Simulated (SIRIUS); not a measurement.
Runs of SIRIUS 7.12.0 on NaF (Villiaumite). It takes space group Fm-3m (No. 225, cubic). Conventional cell: a = 4.640 Å, b = 4.640 Å, c = 4.640 Å, α = 90.00°, β = 90.00°, γ = 90.00°. Na (site symmetry m-3m) has 6 F at 2.32 Å as nearest neighbours. Around F (site symmetry m-3m) lie 6 Na at 2.32 Å. 

```csv
task,level,potentials or basis,spin,cell,k mesh,cutoff (eV),smearing,basis cutoff (gk_cutoff),cutoff of density and potential (pw_cutoff),lmax of the basis,valence relativity,local orbitals (radial functions),other keys,gap on the mesh (eV),moment (μB)
band structure,xPBE,"all-electron FP-LAPW (ZORA valence), apw+lo standard","collinear, zero start",as given,10 × 10 × 10,273,gaussian 0.1 eV,4.48 1/bohr,23 1/bohr,12,zora,"F 10, Na 12",history = 16; core_kr = 7.5,(a),0.00
single point,PBE,"all-electron FP-LAPW, apw+lo standard",off,atoms moved at random,10 × 10 × 10,273,fermi-dirac 0.05 eV,4.48 1/bohr,23 1/bohr,12,iora,"F 10, Na 12",-,6.30,-
single point,PBE,"all-electron FP-LAPW, apw+lo standard",off,as given,10 × 10 × 10,273,fermi-dirac 0.05 eV,4.48 1/bohr,23 1/bohr,12,iora,"F 10, Na 12",-,6.30,-
band structure,PBE,"all-electron FP-LAPW, apw+lo standard","collinear, zero start",cell stretched,10 × 10 × 10,273,gaussian 0.05 eV,4.48 1/bohr,23 1/bohr,12,iora,"F 10, Na 12",-,5.91,0.00
single point,AM05,"all-electron FP-LAPW (Koelling-Harmon valence), apw+lo standard","non-collinear, ferromagnetic start",cell strained at random,6 × 6 × 6,222,fermi-dirac 0.05 eV,4.04 1/bohr,21 1/bohr,11,koelling_harmon,"F 10, Na 12",symmetry = no; rk_scale = 0.9; …,6.33,0.00
single point,PBE,"all-electron FP-LAPW, apw+lo rich",off,as given,10 × 10 × 10,273,fermi-dirac 0.02 eV,4.48 1/bohr,23 1/bohr,12,iora,"F 19, Na 21",-,6.30,-
```

Task: Estimate the missing entries.

Result: (a) 6.41.

A k mesh can miss the band edges.
